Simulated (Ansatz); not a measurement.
The system is CuO (Tenorite).

```xyz
4
Lattice="2.3418 -1.7113 0.0000 2.3418 1.7113 0.0000 -0.8500 0.0000 5.0579" Properties=species:S:1:pos:R:3 pbc="T T T"
Cu    0.7398   -0.8817    2.5292
Cu    1.1850    0.8812    0.0393
O     1.6884    0.2902    3.8152
O     2.1015   -0.2909    1.2727
```

The cell isn't the ideal one: atoms moved at random, drawn with an rms of 0.05 Å.

Below is the output of Ansatz 0.2.0 for this cell. Logs are shortened: lines on timing, memory, paths and dates and some standing lists are left out, and cuts for length are marked.

```text
Warning: RAYON_NUM_THREADS=2 ignored (pool sized by the plan → 2); use --threads N
Cu: projections on atomic orbitals take those of the free atom 1s2 2s2 2p6 3s2 3p6 3d10 4s1, of charge +0.00 (hamiltonian.pseudopotentials.projection_atoms)
O: projections on atomic orbitals take those of the free atom 1s2 2s2 2p4, of charge +0.00 (hamiltonian.pseudopotentials.projection_atoms)
LAPW: plane waves up to 10.846 Å⁻¹, error target 1.0e-3 eV per atom; small_component_spin mean_spin; O in spheres of 0.866 Å, 8 of its electrons in bands, Dirac shells []; Cu in spheres of 1.066 Å, 19 of its electrons in bands, Dirac shells [] (how accurate: hamiltonian.pseudopotentials.lapw.basis_error, Limitations)
Engine: ansatz 0.2.0, aarch64-unknown-linux-gnu
Pseudopotentials: kind: all_electron
Pseudopotential: Cu, LAPW, valence charge 19, lapw/all_electron/scalar/gaussian/Cu, Koelling and Harmon's equation, gaussian nucleus
Pseudopotential: O, LAPW, valence charge 8, lapw/all_electron/scalar/gaussian/O, Koelling and Harmon's equation, gaussian nucleus
Functional definition: PBEsol
  exchange = pbesol_x
  correlation = pbesol_c
Crystal: 4 atoms, lattice volume = 40.540 Å³
Basis set: ecut = 448.1635621450191 eV, 851 PW (Γ), exchange–correlation at level 2
Bands: 33, of which v1, the nominal top of the filled ones, is band 27 counted from 1 (26 counted from 0)
Symmetry: 1 space group operations
Space group: P1 (ITA 1), of the structure as read, at distance tolerance 3.4e-5 Å
k-points: 252 of 500 (time reversal used)
Non-local potential: Cu, projectors of the file, none
Non-local potential: O, projectors of the file, none
Initial density: superposition of atomic densities (chi_scale 0.1, normalization cell, long waves kept (reshape's long-wave potential 0.02 eV rms))
Initial wavefunctions: plane waves of lowest kinetic energy (no species holds an atomic orbital)
Functional: x = pbesol(κ = 0.804, μ = 0.12345679012345678), c = pbesol(β = 0.046)
iter 1 solved again at ethr=2.16e-2 eV; its pass at ethr=1.00e-1 eV (dr2=1.16e1 eV) is discarded
[... 21 lines left out ...]
Harris-Foulkes:  -94076.558497 eV  (|F-HF|=2.00e-8)
Internal energy: -94076.539302 eV  (E = F + TS)
E sigma→0 (E₀):  -94076.548899 eV
Entropy (-TS):   -0.019196 eV (-4.799 meV/atom)
Fermi energy:    12.017201 eV
--- Per-component energies (eV) ---
  E_band       = -2833.745593
  E_kinetic    = 95602.589356
  E_xc         = -4055.175649
  E_electrostatic = -185623.953008  (all electrons and nuclei)
  E_smearing   = -0.019196  (= −TS)
  E_closure    = 0.000000  (closes the sum)
  E_atoms      = -94055.158867  (free atoms, spherical and without spin; not in F)
  Σ components = -94076.558497   (vs F -94076.558497, Δ=0.00e0)
  Basis errors (estimates in eV, not in F): energy 4.2e-4 per atom: plane waves 3.9e-4 (2.3e-4 summed), levels above the bands 2.0e-107, relativity 6.9e-8, radial functions 3.1e-5, core shells 8.3e-9; eigenvalues (radial functions only) 7.8e-6; not estimated: angular momenta, meshes, grids; target (lapw.basis_error) 1.0e-3; muffin-tin radii O 0.866 Å, Cu 1.066 Å
--- Forces (eV/Å), atoms counted from 1 ---
  atom   1  Cu    -0.04623085     0.13910830     0.37548476
  atom   2  Cu    -0.18816987     0.00499477    -0.32851430
  atom   3  O      0.09626324    -0.47123292    -0.09825665
  atom   4  O      0.13813826     0.32712339     0.05129136
  max |Σ_I F_I| component: 6.45e-6 eV/Å
--- Stress (GPa, compression-positive) ---
       -3.294687      -0.172005      -0.844218
       -0.172005      -0.590183      -0.437399
       -0.844218      -0.437399      -5.042500
  P = ⅓ Tr σ = -2.9758 GPa (-29.758 kbar)
--- Band table (eV; the first three rows and the last of 252) ---
  k-point 0: bands = ["-492.9737", "-492.8707", "-100.2488", "-100.2202", "-57.9276", "-57.8946", "-57.8912", "-57.8617", "-57.5094", "-57.4933", "-7.8885", "-6.5112", "3.7647", "6.4104", "6.8063", "8.6893", "8.8072", "8.8919", "9.0181", "9.0571", "9.2898", "9.4189", "9.6608", "9.8267", "9.8848", "10.3961", "12.2297", "12.9609", "13.6333", "17.8574", "20.0982", "25.1635", "27.5477"]
  k-point 1: bands = ["-492.9737", "-492.8707", "-100.2488", "-100.2202", "-57.9276", "-57.8943", "-57.8912", "-57.8619", "-57.5094", "-57.4933", "-7.7817", "-6.6654", "4.1478", "6.4909", "6.8372", "8.0706", "8.3570", "8.4132", "9.0641", "9.2599", "9.4920", "9.5390", "9.7514", "9.9442", "10.1296", "10.2869", "12.1981", "12.8070", "14.1728", "17.3457", "20.8908", "25.2066", "26.9480"]
  k-point 2: bands = ["-492.9737", "-492.8707", "-100.2488", "-100.2202", "-57.9275", "-57.8940", "-57.8913", "-57.8623", "-57.5094", "-57.4933", "-7.4976", "-7.0238", "5.1774", "6.5869", "6.6956", "6.8946", "7.9688", "8.0425", "9.2318", "9.3281", "9.5842", "9.6574", "9.7116", "9.9488", "10.3979", "10.5121", "12.1666", "12.4387", "15.2803", "16.3960", "22.5537", "24.4778", "25.9672"]
  k-point 251: bands = ["-492.9737", "-492.8707", "-100.2474", "-100.2188", "-57.9407", "-57.9053", "-57.8933", "-57.8608", "-57.5178", "-57.5017", "-6.5192", "-6.2617", "5.0675", "5.6209", "6.3062", "6.3874", "6.8064", "7.2172", "9.1630", "9.4732", "9.7811", "9.8238", "10.2946", "10.3063", "10.6862", "10.7838", "11.3304", "11.9801", "16.5378", "17.7143", "20.5437", "21.2659", "24.5613"]
--- Löwdin populations: 4 sites ---
  site symbol       q [e]
     0     Cu     27.9959
     1     Cu     27.9870
     2      O      8.8894
     3      O      8.8967
  spilling = 0.003123 (of n_electrons = 74.000000)
```

Q: Write the input and the command behind it.

A: Single point with PBEsol, no spin polarisation. The files as run (others can give the same):

input.yaml
```yaml
crystal:
  lattice:
    - [2.34185, -1.7113, 0.0]
    - [2.34185, 1.7113, 0.0]
    - [-0.8500274268, 0.0, 5.0578693947]
  atoms:
    - { symbol: Cu, position: [0.506306, -0.008913, 0.500046] }
    - { symbol: Cu, position: [-0.00305, 0.511865, 0.007766] }
    - { symbol: O, position: [0.412581, 0.582175, 0.754304] }
    - { symbol: O, position: [0.579359, 0.409346, 0.251624] }
kpoints:
  mp_grid: { grid: [10, 10, 5] }
scf:
  occupations: { method: fermi_dirac, width: 0.05 }
hamiltonian:
  xc: pbesol
  pseudopotentials: { kind: all_electron, lapw: { basis_error: 0.001 } }
output:
  forces: true
  stress: true
  eigenvalues: true
  populations: true
```

Potentials or basis: all-electron LAPW, scalar-relativistic.
Launch:
```bash
$ ansatz run input.yaml --threads 2 --pin off --max-ram 8192MiB --backend cpu --events-out ev --progress --plain --runs-dir out
```

Caveat: the run has no spin polarisation, though such a crystal can be magnetic; semilocal functionals often make such compounds metallic where correlation or magnetic order opens a gap, which also shifts bond lengths.
